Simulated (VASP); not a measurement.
Runs of VASP 6.6.1 on MoSe2. Symmetry: P6_3/mmc, No. 194, hexagonal system. Conventional cell: a = 3.279 Å, b = 3.279 Å, c = 12.725 Å, α = 90.00°, β = 90.00°, γ = 120.00°. Mo (site symmetry -6m2) has 6 Se at 2.53 Å as nearest neighbours. Se (site symmetry 3m) has 3 Mo at 2.53 Å as nearest neighbours. 

```tsv
task	level	spin	cell	k mesh	cutoff (eV)	monkhorst-Pack mesh	gap on the mesh (eV)	pressure (GPa)
dielectric tensor	PBE	off	as given	12 × 12 × 3	520	no	0.76	-
band structure	PBE	SOC, no magnetisation	as given	9 × 9 × 2	520	-	-	4.0
relaxation of cell and atoms	PBE+D3(BJ)	off	relaxed	9 × 9 × 2	600	-	0.84	0.0
optical spectrum	PBE	off	as given	9 × 9 × 2	520	-	0.84	4.0
band structure	TB-mBJ	off	as given	9 × 9 × 2	520	-	(a)	-
```

Alike in all rows: potentials or basis VASP PAW PBE potentials, release 64 (Mo_sv, Se); smearing gaussian 0.03 eV.

Problem. Fill in the values left out.

Solution. (a) 1.01.

Caveats: an odd mesh through Γ misses points on the zone boundary, where band edges often lie (some runs); this functional lacks dispersion, which binds the layers, so the pressure and a relaxed spacing across them are unreliable (some runs); the relaxation stopped at its first step, so nothing moved (some runs); spectra need much finer meshes, so this one isn't converged (some runs); independent-particle spectra lack excitons (some runs); the PAW data sets were made with another functional, which shifts forces and pressure a little (some runs).

A k mesh can miss the band edges, and rows without SOC leave out spin-orbit coupling on Mo, Se.
